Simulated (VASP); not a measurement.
# KBr (Pm-3m) in VASP: further runs

One crystal, KBr, is run at these levels: LDA; tasks: single point.

Everything below comes from runs of VASP 6.6.1. Logs are shortened: lines on timing, memory, paths and dates and some standing lists are left out, and cuts for length are marked.

## (1) The cell of the first run

It takes space group Pm-3m (No. 221, cubic). The conventional cell has a = 4.043 Å, b = 4.043 Å, c = 4.043 Å, α = 90.00°, β = 90.00°, γ = 90.00°. K (site symmetry m-3m) is surrounded by 8 Br at 3.50 Å. Br (site symmetry m-3m) is surrounded by 8 K at 3.50 Å.

Measurements of this composition are mostly on another form, of space group No. 225.

## (2) Single point, LDA (atom 1 (K) and its images move by one cell vector a)

File INCAR:

```
PREC = Accurate
ENCUT = 520
EDIFF = 1E-7
ISMEAR = -1
SIGMA = 0.02
LREAL = False
LASPH = True
NELM = 100
ALGO = Normal
ISIF = 2
LWAVE = False
LCHARG = True
LELF = True
LVHAR = True
NBANDS = 15
```

File KPOINTS:

```
regular mesh
0
Gamma
  6 6 6
```

File POSCAR:

```
KBr
1.0
    4.0434990000      0.0000000000      0.0000000000
    0.0000000000      4.0434990000      0.0000000000
    0.0000000000      0.0000000000      4.0434990000
K Br
1 1
Direct
    0.0000000000      0.0000000000      0.0000000000
    0.4999998763      0.4999998763      0.4999998763
```

Potentials or basis: VASP PAW LDA potentials, release 64 (K_sv, Br).

Launch:

```sh
$ cat potpaw_LDA.64/K_sv/POTCAR potpaw_LDA.64/Br/POTCAR > POTCAR
$ mpirun -np 1 vasp_std > vasp.out
```

OUTCAR:

```text
PREC = Accurate
   ENCUT = 520
   EDIFF = 1E-7
   ISMEAR = -1
   LREAL = False
   LASPH = True
   NELM = 100
   ISIF = 2

 ion  position               nearest neighbor table
   1  0.000  0.000  0.000-
   2  0.500  0.500  0.500-

  LATTYP: Found a simple cubic cell.
 ALAT       =     4.0434990000

  Lattice vectors:

 A1 = (   4.0434990000,   0.0000000000,   0.0000000000)
 A2 = (   0.0000000000,   4.0434990000,   0.0000000000)
 A3 = (   0.0000000000,   0.0000000000,   4.0434990000)

Analysis of symmetry for initial positions (statically):
=====================================================================
 Subroutine PRICEL returns:
 Original cell was already a primitive cell.

 Routine SETGRP: Setting up the symmetry group for a
 simple cubic supercell.

 Subroutine GETGRP returns: Found 48 space group operations
 (whereof 48 operations were pure point group operations)
 out of a pool of 48 trial point group operations.

The static configuration has the point symmetry O_h .

Analysis of symmetry for dynamics (positions and initial velocities):
=====================================================================
 Subroutine PRICEL returns:
 Original cell was already a primitive cell.

 Routine SETGRP: Setting up the symmetry group for a
 simple cubic supercell.

 Subroutine GETGRP returns: Found 48 space group operations
 (whereof 48 operations were pure point group operations)
 out of a pool of 48 trial point group operations.

The dynamic configuration has the point symmetry O_h .

 Subroutine INISYM returns: Found 48 space group operations
 (whereof 48 operations are pure point group operations),
 and found     1 'primitive' translations

----------------------------------------------------------------------------------------

                                     Primitive cell

  volume of cell :      66.1107

  direct lattice vectors                    reciprocal lattice vectors
     4.043499000  0.000000000  0.000000000     0.247310559  0.000000000  0.000000000
     0.000000000  4.043499000  0.000000000     0.000000000  0.247310559  0.000000000
     0.000000000  0.000000000  4.043499000     0.000000000  0.000000000  0.247310559

  length of vectors
     4.043499000  4.043499000  4.043499000     0.247310559  0.247310559  0.247310559

  position of ions in fractional coordinates (direct lattice)
     0.000000000  0.000000000  0.000000000
     0.499999876  0.499999876  0.499999876

  ion indices of the primitive-cell ions
   primitive index   ion index
                 1           1
                 2           2

----------------------------------------------------------------------------------------

 KPOINTS: regular mesh

Automatic generation of k-mesh.
 Grid dimensions read from file:
 generate k-points for:    6    6    6

 Generating k-lattice:

  Cartesian coordinates                     Fractional coordinates (reciprocal lattice)
     0.041218427  0.000000000  0.000000000     0.166666667  0.000000000  0.000000000
     0.000000000  0.041218427  0.000000000     0.000000000  0.166666667  0.000000000
     0.000000000  0.000000000  0.041218427     0.000000000  0.000000000  0.166666667

  Length of vectors
     0.041218427  0.041218427  0.041218427

  Shift w.r.t. Gamma in fractional coordinates (k-lattice)
     0.000000000  0.000000000  0.000000000

 Subroutine IBZKPT returns following result:
 ===========================================

 Found     20 irreducible k-points:

 Following reciprocal coordinates:
            Coordinates               Weight
  0.000000  0.000000  0.000000      1.000000
  0.166667  0.000000  0.000000      6.000000
  0.333333  0.000000  0.000000      6.000000
  0.500000  0.000000  0.000000      3.000000
  0.166667  0.166667  0.000000     12.000000
  0.333333  0.166667  0.000000     24.000000
[... 12 lines left out ...]
  0.500000  0.500000  0.333333      6.000000
  0.500000  0.500000  0.500000      1.000000
   k-points           NKPTS =     20   k-points in BZ     NKDIM =     20   number of bands    NBANDS=     15
   number of dos      NEDOS =    301   number of ions     NIONS =      2
   total plane-waves  NPLWV =  27000
   dimension x,y,z NGX =    30 NGY =   30 NGZ =   30
   dimension x,y,z NGXF=    60 NGYF=   60 NGZF=   60
   ions per type =               1   1
   NGX,Y,Z   is equivalent  to a cutoff of  12.33, 12.33, 12.33 a.u.
   NGXF,Y,Z  is equivalent  to a cutoff of  24.67, 24.67, 24.67 a.u.
 SYSTEM =  unknown system
   PREC   = accura    normal or accurate (medium, high low for compatibility)
   ISTART =      0    job   : 0-new  1-cont  2-samecut
   ICHARG =      2    charge: 1-file 2-atom 10-const
   ISPIN  =      1    spin polarized calculation?
   LNONCOLLINEAR =      F non collinear calculations
   LSORBIT =      F    spin-orbit coupling
   LASPH  =      T    aspherical Exc in radial PAW
   ENCUT  =  520.0 eV  38.22 Ry    6.18 a.u.   7.52  7.52  7.52*2*pi/ulx,y,z
   NELM   =    100;   NELMIN=  2; NELMDL= -5     # of ELM steps
   EDIFF  = 0.1E-06   stopping-criterion for ELM
   LREAL  =      F    real-space projection
   EDIFFG = 0.1E-05   stopping-criterion for IOM
   NSW    =      0    number of steps for IOM
   IBRION =     -1    ionic relax: 0-MD 1-quasi-New 2-CG
   NFREE  =      0    steps in history (QN), initial steepest desc. (CG)
   ISIF   =      2    stress and relaxation
   ISYM   =      2    0-nonsym 1-usesym 2-fastsym
   POTIM  = 0.5000    time-step for ionic-motion
   TEBEG  =    0.0;   TEEND  =   0.0 temperature during run
   PSTRESS=    0.0 pullay stress
   NELECT =      16.0000    total number of electrons
   NUPDOWN=      -1.0000    fix difference up-down
   EMIN   =  10.00;   EMAX   =-10.00  energy-range for DOS
   EFERMI =   0.00;   METHOD = LEGACY
   ISMEAR =    -1;   SIGMA  =   0.02  broadening in eV -4-tet -1-fermi 0-gaus
   EFERMI_NEDOS =   21; number of points for ismear=-14 and -15
   IALGO  =     38    algorithm
   IMIX   =      4    mixing-type and parameters
     AMIX     =   0.40;   BMIX     =  1.00
     AMIX_MAG =   1.60;   BMIX_MAG =  1.00
  volume/ion in A,a.u.               =      33.06       223.07
  Fermi-wavevector in a.u.,A,eV,Ry     =   1.020213  1.927923 14.161412  1.040834
  Thomas-Fermi vector in A             =   2.153770
   LORBIT       =      0    0 simple, 1 ext, 2 COOP (PROOUT), +10 PAW based schemes
   GGA     = CA    functional components
   LHFCALC =     F    Hartree Fock is set to
   AEXX    =    0.0000 exact exchange contribution
   IVDW    =     0    specifies the selected vdW correction
   LEPSILON=     F    determine dielectric tensor
   LRPA    =     F    only Hartree local field effects (RPA)
 non-spin polarized calculation
  energy-cutoff  :      520.00
  volume of cell :       66.11
 maximum number of plane-waves:      1800
   NGX = 15   NGY = 15   NGZ = 15

 number of electron      15.9999999 magnetization

 Free energy of the ion-electron system (eV)
  ---------------------------------------------------
  ext. energy  EPLUGINS =         0.00000000
  ---------------------------------------------------
  free energy    TOTEN  =        -6.68452774 eV

  energy without entropy =       -6.68452774  energy(sigma->0) =       -6.68452774

 E-fermi :  -0.4834     XC(G=0):  -8.3171

 val. band max:       -0.9273849529   @ k =   0.5000   0.5000   0.0000
 cond. band min:       2.5543697513   @ k =   0.0000   0.0000   0.0000
 fundamental gap:      3.4817547042
 Fermi energy:        -0.4833776264

 k-point     1 :       0.0000    0.0000    0.0000
  band No.  band energies     occupation
      1     -29.2010      2.00000
      2     -13.7380      2.00000
      3     -12.8586      2.00000
      4     -12.8586      2.00000
      5     -12.8586      2.00000
      6      -1.1964      2.00000
      7      -1.1964      2.00000
      8      -1.1964      2.00000
      9       2.5544      0.00000
     10       4.6528      0.00000
     11       4.6528      0.00000
     12       8.5816      0.00000
     13       8.5816      0.00000
     14       8.5816      0.00000
     15      11.2903      0.00000

 k-point     2 :       0.1667    0.0000    0.0000
  band No.  band energies     occupation
      1     -29.1982      2.00000
      2     -13.7732      2.00000
      3     -12.8534      2.00000
      4     -12.8534      2.00000
      5     -12.8205      2.00000
      6      -1.7712      2.00000
      7      -1.1899      2.00000
      8      -1.1899      2.00000
      9       3.1973      0.00000
     10       4.8639      0.00000
     11       5.2134      0.00000
     12       8.4905      0.00000
     13       8.4905      0.00000
     14       8.6953      0.00000
     15      10.2859      0.00000

 k-point     3 :       0.3333    0.0000    0.0000
  band No.  band energies     occupation
      1     -29.1927      2.00000
      2     -13.8427      2.00000
      3     -12.8430      2.00000
      4     -12.8430      2.00000
      5     -12.7413      2.00000
      6      -2.6101      2.00000
      7      -1.1775      2.00000
      8      -1.1775      2.00000
      9       4.3919      0.00000
     10       5.4486      0.00000
     11       6.2400      0.00000
     12       8.4446      0.00000
     13       8.4446      0.00000
     14       8.6835      0.00000
     15       8.9565      0.00000

 k-point     4 :       0.5000    0.0000    0.0000
  band No.  band energies     occupation
      1     -29.1899      2.00000
      2     -13.8771      2.00000
      3     -12.8378      2.00000
      4     -12.8378      2.00000
      5     -12.7004      2.00000
      6      -2.9510      2.00000
      7      -1.1717      2.00000
      8      -1.1717      2.00000
      9       5.2227      0.00000
     10       5.9671      0.00000
     11       6.4279      0.00000
     12       7.7810      0.00000
     13       8.5471      0.00000
     14       8.5471      0.00000
     15       9.1108      0.00000
[... 235 lines left out ...]
 k-point    18 :       0.5000    0.3333    0.3333
  band No.  band energies     occupation
      1     -29.1747      2.00000
      2     -13.4657      2.00000
      3     -12.9538      2.00000
      4     -12.9500      2.00000
      5     -12.9420      2.00000
      6      -2.4129      2.00000
      7      -2.1312      2.00000
      8      -2.0515      2.00000
      9       5.4344      0.00000
     10       6.0258      0.00000
     11       6.4549      0.00000
     12       7.5193      0.00000
     13       8.0739      0.00000
     14       8.2971      0.00000
     15      10.0796      0.00000

 k-point    19 :       0.5000    0.5000    0.3333
  band No.  band energies     occupation
      1     -29.1721      2.00000
      2     -13.3995      2.00000
      3     -12.9851      2.00000
      4     -12.9851      2.00000
      5     -12.9383      2.00000
      6      -2.3805      2.00000
      7      -2.3805      2.00000
      8      -2.0888      2.00000
      9       5.4129      0.00000
     10       6.3259      0.00000
     11       6.3259      0.00000
     12       7.5667      0.00000
     13       8.4459      0.00000
     14       8.4459      0.00000
     15      10.0998      0.00000

 k-point    20 :       0.5000    0.5000    0.5000
  band No.  band energies     occupation
      1     -29.1697      2.00000
      2     -13.3677      2.00000
      3     -12.9763      2.00000
      4     -12.9763      2.00000
      5     -12.9763      2.00000
      6      -2.3914      2.00000
      7      -2.3914      2.00000
      8      -2.3914      2.00000
      9       6.1779      0.00000
     10       6.1779      0.00000
     11       6.1779      0.00000
     12       8.2661      0.00000
     13       8.2661      0.00000
     14       8.2661      0.00000
     15      10.1281      0.00000

------------------------ aborting loop because EDIFF is reached ----------------------------------------

  FORCE on cell =-STRESS in cart. coord.  units (eV):
  Direction    XX          YY          ZZ          XY          YZ          ZX
  --------------------------------------------------------------------------------------
  -------------------------------------------------------------------------------------
  Total       -1.0742683     -1.0742683     -1.0742683      0.0000000      0.0000000      0.0000000
  in kB      -26.0346254    -26.0346254    -26.0346254      0.0000000      0.0000000      0.0000000
  external PRESSURE =     -26.0346254 kB  Pullay stress =       0.0000000 kB

 VOLUME and BASIS-vectors are now :
 -----------------------------------------------------------------------------
  energy-cutoff  :      520.00
  volume of cell :       66.11
      direct lattice vectors                 reciprocal lattice vectors
     4.043499000  0.000000000  0.000000000     0.247310559  0.000000000  0.000000000
     0.000000000  4.043499000  0.000000000     0.000000000  0.247310559  0.000000000
     0.000000000  0.000000000  4.043499000     0.000000000  0.000000000  0.247310559

 POSITION                                       TOTAL-FORCE (eV/Angst)
 -----------------------------------------------------------------------------------
      0.00000      0.00000      0.00000         0.000000      0.000000      0.000000
      2.02175      2.02175      2.02175         0.000000      0.000000      0.000000
 -----------------------------------------------------------------------------------
    total drift:                                0.000336      0.000336      0.000336

  FREE ENERGIE OF THE ION-ELECTRON SYSTEM (eV)
  ---------------------------------------------------
  free  energy   TOTEN  =        -6.6845277377 eV

  energy  without entropy=       -6.6845277377  energy(sigma->0) =       -6.68452774
```

It took 7.4 s on 1 thread of Intel Xeon 6975P-C (Granite Rapids), shared host; peak memory 0.15 GiB.

Results:

```
Free energy            : -6.6845 eV
Pressure               : -2.6 GPa
Band gap on the k mesh : 3.48 eV, indirect (least direct gap 3.75 eV)
```

Levels at points of the mesh, in eV from the valence-band top:
| k point | band 4 | band 5 | band 6 | band 7 | band 8 | band 9 | band 10 | band 11 | band 12 | band 13 |
| --- | --- | --- | --- | --- | --- | --- | --- | --- | --- | --- |
| (0.00, 0.00, 0.00) | -11.93 | -11.93 | -0.27 | -0.27 | -0.27 | 3.48 | 5.58 | 5.58 | 9.51 | 9.51 |
| (0.50, 0.00, 0.00) | -11.91 | -11.77 | -2.02 | -0.24 | -0.24 | 6.15 | 6.89 | 7.36 | 8.71 | 9.47 |
| (0.50, 0.50, 0.00) | -12.08 | -11.89 | -1.42 | -1.42 | 0.00 | 4.90 | 6.23 | 7.85 | 7.85 | 9.91 |
| (0.50, 0.50, 0.50) | -12.05 | -12.05 | -1.46 | -1.46 | -1.46 | 7.11 | 7.11 | 7.11 | 9.19 | 9.19 |

A k mesh can miss the band edges.

(Continued in part 2 of 2.)
